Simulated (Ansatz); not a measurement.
# W: the cost of one run

Program: Ansatz 0.2.0. Level of theory: DFT PBE, scalar-relativistic, plane waves, PAW. These are calculated values, not measurements.

## 1. The system as given

It takes space group Fm-3m (No. 225, cubic). The conventional cell has a = 4.037 Å, b = 4.037 Å, c = 4.037 Å, α = 90.00°, β = 90.00°, γ = 90.00°. W (site symmetry m-3m) is surrounded by 12 W at 2.85 Å.

Coordinates:

```cif
data_structure
_symmetry_space_group_name_H-M 'Fm-3m'
_symmetry_Int_Tables_number 225
_cell_length_a 4.0370
_cell_length_b 4.0370
_cell_length_c 4.0370
_cell_angle_alpha 90.000
_cell_angle_beta 90.000
_cell_angle_gamma 90.000
_cell_volume 65.79
loop_
_atom_site_label
_atom_site_type_symbol
_atom_site_symmetry_multiplicity
_atom_site_Wyckoff_symbol
_atom_site_fract_x
_atom_site_fract_y
_atom_site_fract_z
_atom_site_occupancy
W1 W 4 a 0.00000 0.00000 0.00000 1
```

It is the result of an earlier relaxation at this level (volume 16.45 Å³/atom; gap on the mesh: none (metal)).

## 2. Bulk reference on the slab's mesh

Input file input.yaml:

```yaml
crystal:
  lattice:
    - [2.8545944811, 0.0, 0.0]
    - [0.0, 4.0370062302, 0.0]
    - [1.4272972405, 2.0185031151, 1.4272972405]
  atoms:
    - { symbol: W, position: [0.0, 0.0, 0.0] }
basis:
  ecutwfc: 420
kpoints:
  mp_grid: { grid: [12, 9, 24] }
hamiltonian:
  xc: pbe
scf:
  occupations: { method: gaussian, width: 0.1 }
output:
  forces: true
  stress: true
  eigenvalues: true
```

Run with:

```
ansatz run input.yaml --threads 1 --pin off --max-ram 2560MiB --backend cpu --events-out ev --progress --plain --runs-dir out
```

**Question.** How long does this run take on 1 thread of Oxide Virtual Turin-like (Zen 5), shared host, and how much memory does it need?

About 3.3 s, with a peak of 0.46 GiB.
